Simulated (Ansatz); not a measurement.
## Structure types of Ta at zero pressure (relativity switched off)

Structure types of Ta are relaxed in primitive cells with their symmetry kept at 0 GPa, first on PAW files, then by LAPW. The enthalpy is E + pV at zero temperature, without zero-point motion. Only the types listed were tried, and differences under about 5 meV/atom are mesh noise.

Computed with Ansatz 0.2.0; functional PBE, non-relativistic. Settings: Fermi–Dirac smearing of 0.05 eV, no spin polarisation. Methods: LAPW: all electrons, basis error target 0.5 meV/atom.

k meshes: fcc 17×17×17, bcc 17×17×17, hcp 16×16×9.

```
start type        ends as          a, b, c (Å)  V (Å³/atom)  H − H(lowest), LAPW (meV/atom)
       fcc     fcc, Fm-3m  4.288, 4.288, 4.288        19.71                               ?
       bcc     bcc, Im-3m  3.362, 3.362, 3.362        19.01                             0.0
       hcp  hcp, P6_3/mmc  2.914, 2.914, 5.336        19.62                               ?
```

Question: Give the missing entry: row "hcp", column "H − H(lowest), LAPW (meV/atom)".

Answer: 309.3.

Question: What belongs in the row "fcc", column "H − H(lowest), LAPW (meV/atom)"?

Answer: 350.6.
